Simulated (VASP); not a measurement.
# Os (P6_3/mmc) in VASP: equation of state, part 2 of 2

VASP 6.6.1. The steps go on from the part before.

## (6) Equation of state, PBE, 14.54 Å³/atom (volume scaled by 1.04)

INCAR reads:

```
SYSTEM = Os
ALGO = Normal
EDIFF = 1E-7
ENCUT = 520
GGA = PE
ISIF = 2
ISMEAR = -1
LASPH = .TRUE.
LCHARG = .FALSE.
LREAL = .FALSE.
LWAVE = .FALSE.
NBANDS = 15
NELM = 100
PREC = Accurate
SIGMA = 0.05
```

KPOINTS reads:

```
k-points
0
G
  11 11 6
  0 0 0
```

POSCAR reads:

```
Os
1.0
    2.7700791260      0.0000000000      0.0000000000
   -1.3850395630      2.3989588936      0.0000000000
    0.0000000000      0.0000000000      4.3765446767
Os
2
Direct
    0.6666666667      0.3333333333      0.7500000000
    0.3333333333      0.6666666667      0.2500000000
```

Potentials or basis: VASP PAW PBE potentials, release 64 (Os).

Started as:

```console
$ cat potpaw_PBE.64/Os/POTCAR > POTCAR
$ mpirun -np 1 vasp_std > vasp.out
```

OUTCAR:

```text
SYSTEM = Os
   EDIFF = 1E-7
   ENCUT = 520
   GGA = PE
   ISIF = 2
   ISMEAR = -1
   LASPH = .TRUE.
   LREAL = .FALSE.
   NELM = 100
   PREC = Accurate

 ion  position               nearest neighbor table
   1  0.667  0.333  0.750-   2 2.71   2 2.71   2 2.71   2 2.71   2 2.71   2 2.71
   2  0.333  0.667  0.250-   1 2.71   1 2.71   1 2.71   1 2.71   1 2.71   1 2.71

  LATTYP: Found a hexagonal cell.
 ALAT       =     2.7700791260
 C/A-ratio  =     1.5799348963

  Lattice vectors:

 A1 = (   2.7700791260,   0.0000000000,   0.0000000000)
 A2 = (  -1.3850395630,   2.3989588936,   0.0000000000)
 A3 = (   0.0000000000,   0.0000000000,   4.3765446767)

Analysis of symmetry for initial positions (statically):
=====================================================================
 Subroutine PRICEL returns:
 Original cell was already a primitive cell.

 Routine SETGRP: Setting up the symmetry group for a
 hexagonal supercell.

 Subroutine GETGRP returns: Found 24 space group operations
 (whereof 12 operations were pure point group operations)
 out of a pool of 24 trial point group operations.

The static configuration has the point symmetry D_3d.
 The point group associated with its full space group is D_6h.

Analysis of symmetry for dynamics (positions and initial velocities):
=====================================================================
 Subroutine PRICEL returns:
 Original cell was already a primitive cell.

 Routine SETGRP: Setting up the symmetry group for a
 hexagonal supercell.

 Subroutine GETGRP returns: Found 24 space group operations
 (whereof 12 operations were pure point group operations)
 out of a pool of 24 trial point group operations.

The dynamic configuration has the point symmetry D_3d.
 The point group associated with its full space group is D_6h.

 Subroutine INISYM returns: Found 24 space group operations
 (whereof 12 operations are pure point group operations),
 and found     1 'primitive' translations

----------------------------------------------------------------------------------------

                                     Primitive cell

  volume of cell :      29.0835

  direct lattice vectors                    reciprocal lattice vectors
     2.770079126  0.000000000  0.000000000     0.361000518  0.208423746  0.000000000
    -1.385039563  2.398958894  0.000000000     0.000000000  0.416847493  0.000000000
     0.000000000  0.000000000  4.376544677     0.000000000  0.000000000  0.228490756

  length of vectors
     2.770079126  2.770079126  4.376544677     0.416847493  0.416847493  0.228490756

  position of ions in fractional coordinates (direct lattice)
     0.666666667  0.333333333  0.750000000
     0.333333333  0.666666667  0.250000000

  ion indices of the primitive-cell ions
   primitive index   ion index
                 1           1
                 2           2

----------------------------------------------------------------------------------------

 KPOINTS: k-points
[... 29 lines left out ...]
  0.363636  0.000000  0.000000      6.000000
  0.454545  0.000000  0.000000      6.000000
[... 42 lines left out ...]
  0.000000  0.000000  0.500000      1.000000
  0.090909  0.000000  0.500000      6.000000
 [... further k-points ...]
   k-points           NKPTS =     64   k-points in BZ     NKDIM =     64   number of bands    NBANDS=     15
   number of dos      NEDOS =    301   number of ions     NIONS =      2
   total plane-waves  NPLWV =  20736
   dimension x,y,z NGX =    24 NGY =   24 NGZ =   36
   dimension x,y,z NGXF=    48 NGYF=   48 NGZF=   72
   ions per type =               2
   NGX,Y,Z   is equivalent  to a cutoff of  14.40, 14.40, 13.67 a.u.
   NGXF,Y,Z  is equivalent  to a cutoff of  28.81, 28.81, 27.35 a.u.
 SYSTEM =  Os
   PREC   = accura    normal or accurate (medium, high low for compatibility)
   ISTART =      0    job   : 0-new  1-cont  2-samecut
   ICHARG =      2    charge: 1-file 2-atom 10-const
   ISPIN  =      1    spin polarized calculation?
   LNONCOLLINEAR =      F non collinear calculations
   LSORBIT =      F    spin-orbit coupling
   LASPH  =      T    aspherical Exc in radial PAW
   ENCUT  =  520.0 eV  38.22 Ry    6.18 a.u.   5.15  5.15  8.14*2*pi/ulx,y,z
   NELM   =    100;   NELMIN=  2; NELMDL= -5     # of ELM steps
   EDIFF  = 0.1E-06   stopping-criterion for ELM
   LREAL  =      F    real-space projection
   EDIFFG = 0.1E-05   stopping-criterion for IOM
   NSW    =      0    number of steps for IOM
   IBRION =     -1    ionic relax: 0-MD 1-quasi-New 2-CG
   NFREE  =      0    steps in history (QN), initial steepest desc. (CG)
   ISIF   =      2    stress and relaxation
   ISYM   =      2    0-nonsym 1-usesym 2-fastsym
   POTIM  = 0.5000    time-step for ionic-motion
   TEBEG  =    0.0;   TEEND  =   0.0 temperature during run
   PSTRESS=    0.0 pullay stress
   NELECT =      16.0000    total number of electrons
   NUPDOWN=      -1.0000    fix difference up-down
   EMIN   =  10.00;   EMAX   =-10.00  energy-range for DOS
   EFERMI =   0.00;   METHOD = LEGACY
   ISMEAR =    -1;   SIGMA  =   0.05  broadening in eV -4-tet -1-fermi 0-gaus
   EFERMI_NEDOS =   21; number of points for ismear=-14 and -15
   IALGO  =     38    algorithm
   IMIX   =      4    mixing-type and parameters
     AMIX     =   0.40;   BMIX     =  1.00
     AMIX_MAG =   1.60;   BMIX_MAG =  1.00
  volume/ion in A,a.u.               =      14.54        98.13
  Fermi-wavevector in a.u.,A,eV,Ry     =   1.341424  2.534924 24.482570  1.799418
  Thomas-Fermi vector in A             =   2.469659
   LORBIT       =      0    0 simple, 1 ext, 2 COOP (PROOUT), +10 PAW based schemes
   GGA     = PE    functional components
   LHFCALC =     F    Hartree Fock is set to
   AEXX    =    0.0000 exact exchange contribution
   IVDW    =     0    specifies the selected vdW correction
   LEPSILON=     F    determine dielectric tensor
   LRPA    =     F    only Hartree local field effects (RPA)
 non-spin polarized calculation
  energy-cutoff  :      520.00
  volume of cell :       29.08
 maximum number of plane-waves:       797
 NGX is ok and might be reduce to    24
   NGX = 11   NGY = 11   NGZ = 17

 number of electron      15.9999999 magnetization

 Free energy of the ion-electron system (eV)
  ---------------------------------------------------
  ext. energy  EPLUGINS =         0.00000000
  ---------------------------------------------------
  free energy    TOTEN  =       -22.47819799 eV

  energy without entropy =      -22.46411378  energy(sigma->0) =      -22.47115588

 E-fermi :   8.8436     XC(G=0): -13.8341

 val. band max:        8.8206461337   @ k =   0.3636   0.0000   0.3333
 cond. band min:       8.9018860900   @ k =   0.3636   0.0909   0.3333
 fundamental gap:      0.0812399564
 Fermi energy:         8.8435602893

 k-point     1 :       0.0000    0.0000    0.0000
  band No.  band energies     occupation
      1      -1.7042      2.00000
      2       1.4610      2.00000
      3       6.0103      2.00000
      4       6.0103      2.00000
      5       6.2417      2.00000
      6       6.7991      2.00000
      7       6.7991      2.00000
      8       7.4084      2.00000
      9       7.4084      2.00000
     10       8.9145      0.38946
     11      10.4772      0.00000
     12      10.4772      0.00000
     13      17.5027      0.00000
     14      22.9340      0.00000
[... 689 lines left out ...]
      2       3.0338      2.00000
      3       3.8471      2.00000
      4       4.7549      2.00000
      5       5.3496      2.00000
      6       6.2949      2.00000
      7       6.6824      2.00000
      8       7.5912      2.00000
      9       8.9786      0.12575
     10       9.3011      0.00021
     11      10.4284      0.00000
     12      12.2140      0.00000
     13      21.1889      0.00000
     14      24.2827      0.00000
     15      25.3124      0.00000

 [... further k-points ...]

------------------------ aborting loop because EDIFF is reached ----------------------------------------

  FORCE on cell =-STRESS in cart. coord.  units (eV):
  Direction    XX          YY          ZZ          XY          YZ          ZX
  --------------------------------------------------------------------------------------
  -------------------------------------------------------------------------------------
  Total       -1.2513529     -1.2513529     -1.3968239     -0.0000000      0.0000000     -0.0000000
  in kB      -68.9356742    -68.9356742    -76.9495136     -0.0000000      0.0000000     -0.0000000
  external PRESSURE =     -71.6069540 kB  Pullay stress =       0.0000000 kB

 VOLUME and BASIS-vectors are now :
 -----------------------------------------------------------------------------
  energy-cutoff  :      520.00
  volume of cell :       29.08
      direct lattice vectors                 reciprocal lattice vectors
     2.770079126  0.000000000  0.000000000     0.361000518  0.208423746  0.000000000
    -1.385039563  2.398958894  0.000000000     0.000000000  0.416847493  0.000000000
     0.000000000  0.000000000  4.376544677     0.000000000  0.000000000  0.228490756

 POSITION                                       TOTAL-FORCE (eV/Angst)
 -----------------------------------------------------------------------------------
      1.38504      0.79965      3.28241        -0.000000      0.000000      0.000000
     -0.00000      1.59931      1.09414         0.000000      0.000000      0.000000
 -----------------------------------------------------------------------------------
    total drift:                                0.000000     -0.000000     -0.000000

  FREE ENERGIE OF THE ION-ELECTRON SYSTEM (eV)
  ---------------------------------------------------
  free  energy   TOTEN  =       -22.4781979862 eV

  energy  without entropy=      -22.4641137833  energy(sigma->0) =      -22.47115588
```

OSZICAR:

```text
N       E                     dE             d eps       ncg     rms          rms(c)
DAV:   1     0.100313192698E+03    0.10031E+03   -0.73614E+03  1920   0.102E+03
DAV:   2    -0.191131312919E+02   -0.11943E+03   -0.10509E+03  1962   0.324E+02
DAV:   3    -0.238982110109E+02   -0.47851E+01   -0.46098E+01  2578   0.564E+01
DAV:   4    -0.239374443495E+02   -0.39233E-01   -0.39115E-01  2109   0.524E+00
DAV:   5    -0.239376861628E+02   -0.24181E-03   -0.24180E-03  2599   0.371E-01    0.213E+01
DAV:   6    -0.227958415629E+02    0.11418E+01   -0.10099E+00  2403   0.856E+00    0.932E+00
DAV:   7    -0.224863329188E+02    0.30951E+00   -0.64717E-01  2459   0.667E+00    0.478E-01
DAV:   8    -0.224809475658E+02    0.53854E-02   -0.59525E-03  1962   0.568E-01    0.311E-01
DAV:   9    -0.224781956662E+02    0.27519E-02   -0.15146E-03  2312   0.383E-01    0.476E-02
DAV:  10    -0.224782209123E+02   -0.25246E-04   -0.66971E-05  2515   0.708E-02    0.108E-02
DAV:  11    -0.224781991739E+02    0.21738E-04   -0.40518E-06  2144   0.209E-02    0.119E-03
DAV:  12    -0.224781982576E+02    0.91624E-06   -0.99083E-08  2028   0.333E-03    0.911E-04
DAV:  13    -0.224781980366E+02    0.22107E-06   -0.92772E-09  1261   0.868E-04    0.265E-04
DAV:  14    -0.224781979862E+02    0.50336E-07   -0.23509E-09  1149   0.612E-04
   1 F= -.22478198E+02 E0= -.22471156E+02  d E =-.140842E-01
```

Wall time 22 s (1 thread of AMD EPYC 9R45 (Zen 5), shared host); peak memory 0.13 GiB.

Results:

| Item | Value |
| --- | --- |
| Free energy | -22.4782 eV |
| Pressure | -7.2 GPa |
| Band gap on the k mesh | none (metal or under the smearing width) |

## (7) Equation of state, PBE, 14.82 Å³/atom (volume scaled by 1.06)

INCAR reads:

```
ALGO = Normal ; EDIFF = 1E-7
ENCUT = 520 ; GGA = PE
ISIF = 2 ; ISMEAR = -1
LASPH = True ; LCHARG = False
LREAL = False ; LWAVE = False
NBANDS = 15 ; NELM = 100
PREC = Accurate ; SIGMA = 0.05
```

KPOINTS reads:

```
k-points
0
Gamma
  11 11 6
```

POSCAR reads:

```
Os
1.0
    2.7877234178      0.0000000000      0.0000000000
   -1.3938617089      2.4142392985      0.0000000000
    0.0000000000      0.0000000000      4.4044215090
Os
2
Direct
    0.6666666667      0.3333333333      0.7500000000
    0.3333333333      0.6666666667      0.2500000000
```

Started as:

```console
$ cat potpaw_PBE.64/Os/POTCAR > POTCAR
$ mpirun -np 1 vasp_std > vasp.out
```

Wall time 21 s (1 thread of AMD EPYC 9R45 (Zen 5), shared host); peak memory 0.13 GiB.

It converged, with:

```
Free energy            : -22.4418 eV
Pressure               : -13.9 GPa
Band gap on the k mesh : none (metal or under the smearing width)
```

## (8) Equation of state, PBE

Potentials or basis: VASP PAW PBE potentials, release 64 (Os).

This step only gathers the single runs of the series.

Results:

* Equilibrium volume: 14.28 Å³/atom
* Bulk modulus at fixed shape and positions: 405 GPa
* Pressure derivative of the bulk modulus: 4.9

Energy against volume, from the lowest point:
```csv
volume (Å³/atom),energy (meV/atom)
13.143,134.52
13.423,73.36
13.703,31.95
13.982,8.14
14.262,0.00
14.542,5.81
14.821,24.03
```

Caveat: the cell was scaled at fixed shape and fractional positions, which overstates the stiffness of a crystal with free parameters, most of all of layers and chains. The run has no spin-orbit coupling, so splittings on Os are missing.
